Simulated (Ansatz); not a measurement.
ZnS built on the rocksalt prototype, relaxed with r2SCAN, was run in Ansatz 0.2.0 under altered settings. All numbers are computed, without spin polarisation but where a row says otherwise.

```xyz
2
Lattice="0.0000 2.5310 2.5310 2.5310 0.0000 2.5310 2.5310 2.5310 0.0000" Properties=species:S:1:pos:R:3 pbc="T T T"
Zn    0.0000    0.0000    0.0000
S     2.5310    2.5310    2.5310
```

The base run's other keys:
```yaml
kpoints:
  mp_grid: { grid: [4, 4, 4] }
hamiltonian:
  xc: hse06
scf:
  occupations: { method: fermi_dirac, width: 0.02 }
  n_extra_bands: 4
```

It takes 22 iterations with 609 plane waves at 420 eV and 8 k points, and leaves a mean stress of +1.70 GPa. The gap over this mesh is 0.869 eV. It ran on 4 threads of Arm Neoverse V1 (shared host).

Outcomes, with energy and stress as changes against the base:

| setting | outcome | ΔF (meV/atom) | Δ mean stress (GPa) | gap on the mesh (eV) | iterations | wall time |
| --- | --- | --- | --- | --- | --- | --- |
| PBE hybrid, exx coeff 0.05, omega 0.2078 1/Å | converged, warned | – | +1.0 | none | 19 | 3.4 s |
| PBE hybrid, exx coeff 0.05, omega 0.3 1/Å | converged, warned | – | +1.1 | none | 18 | 3.4 s |
| PBE hybrid, exx coeff 0.75, omega 0.1 1/Å | converged | – | -2.5 | 4.515 | 29 | 4.6 s |
| PBE hybrid, exx coeff 0.1, omega 0.1 1/Å | converged | – | +0.7 | 0.298 | 20 | 3.5 s |
| PBE hybrid, exx coeff -0.2, omega 0.3 1/Å | refused | – | – | – | – | 0.03 s |
| scf.occupations: methfessel_paxton 0.5 | converged | +7.7 | -0.1 | 0.865 | 17 | 3.5 s |

A dash marks a value that wasn't obtained or can't be compared. Stress is positive in compression. The base took 3.8 s.

- PBE hybrid, exx coeff 0.05, omega 0.2078 1/Å. That is 5 % exact exchange, screened with ω = 0.2078 1/Å, against HSE06's 25 % screened at 0.208 1/Å. The mean stress moves by +1.0 GPa and the gap on the mesh by -0.879 eV (no gap is left). Totals of different functionals aren't comparable. Warned: filled band counts differ across k points.
- PBE hybrid, exx coeff 0.05, omega 0.3 1/Å. That is 5 % exact exchange, screened with ω = 0.3 1/Å, against HSE06's 25 % screened at 0.208 1/Å. The mean stress moves by +1.1 GPa and the gap on the mesh by -0.897 eV (no gap is left). Totals of different functionals aren't comparable. Warned: filled band counts differ across k points.
- PBE hybrid, exx coeff 0.75, omega 0.1 1/Å. That is 75 % exact exchange, screened with ω = 0.1 1/Å, against HSE06's 25 % screened at 0.208 1/Å. The mean stress moves by -2.5 GPa and the gap on the mesh by +3.646 eV (to 4.515). Totals of different functionals aren't comparable. The program warns that on this mesh the truncation of the exchange isn't bounded, so part of the change can be an error of the mesh.
- PBE hybrid, exx coeff 0.1, omega 0.1 1/Å. That is 10 % exact exchange, screened with ω = 0.1 1/Å, against HSE06's 25 % screened at 0.208 1/Å. The mean stress moves by +0.7 GPa and the gap on the mesh by -0.571 eV (to 0.298). Totals of different functionals aren't comparable. The program warns that on this mesh the truncation of the exchange isn't bounded, so part of the change can be an error of the mesh.
- PBE hybrid, exx coeff -0.2, omega 0.3 1/Å. It is rejected at once. Error: invalid value for `hamiltonian.xc.exx.coeff`: must be finite and in (0, 1]; got -0.2

The stress of a hybrid is loosely converged in these runs.

The meshes of the hybrids are coarse, so their gaps aren't converged to the digits shown.
